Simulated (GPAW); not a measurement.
SnO2 (Cassiterite):

```xyz
6
Lattice="4.7380 0.0000 0.0000 0.0000 4.7380 0.0000 0.0000 0.0000 3.1865" Properties=species:S:1:pos:R:3 pbc="T T T"
Sn    2.3690    2.3690    1.5933
Sn    0.0000    0.0000    0.0000
O     3.8240    0.9140    1.5933
O     3.2830    3.2830    0.0000
O     0.9140    3.8240    1.5933
O     1.4550    1.4550    0.0000
```

Program: GPAW 26.7.0. Alike in all runs: cell as given; cutoff (eV) 800.

Problem. Order these runs on this cell by their pressure, lowest first.
A. level BLYP; potentials or basis PAW data sets generated in the run's folder for this functional, pw; spin SOC, no magnetisation; k mesh 4 × 4 × 5; smearing fermi-dirac 0.05 eV; band path GXMGZRAZ,XR,MA; band points 80; spin axis theta (degrees) 90; spin axis phi (degrees) 0; eigensolver davidson
B. level SOGGA; potentials or basis PAW data sets generated in the run's folder for this functional, pw; spin SOC, no magnetisation; k mesh 4 × 4 × 5; smearing fermi-dirac 0.05 eV; band path GXMGZRAZ,XR,MA; band points 80; spin axis theta (degrees) 90; spin axis phi (degrees) 45
C. level LDA; potentials or basis JTH PAW 2.0, LDA, pw; spin off; k mesh 4 × 4 × 5; smearing fermi-dirac 0.05 eV; band path GXMGZRAZ,XR,MA; band points 60
D. level M06-L; potentials or basis GPAW PAW data sets (gpaw-data 1.2.1), pw; spin SOC, no magnetisation; k mesh 4 × 4 × 5; smearing fermi-dirac 0.05 eV; band path GXMGZRAZ,XR,MA; band points 100; spin axis theta (degrees) 54.7; spin axis phi (degrees) 45
E. level PBE; potentials or basis GPAW PAW data sets (gpaw-data 1.2.1), pw; spin off; k mesh 6 × 6 × 8; smearing gaussian 0.015 eV

Solution. C (-2.2 GPa), B (2.9 GPa), D (4.4 GPa), E (9.6 GPa), A (14.0 GPa).

Caveats: spin-orbit coupling was added after a scalar SCF, so levels and gaps hold it while energy, forces, pressure and moments don't (some runs); the program truncates these outside data sets (some runs); the PAW data sets were made with another functional, which shifts forces and pressure a little (some runs).

Not every run made on this cell is shown here.
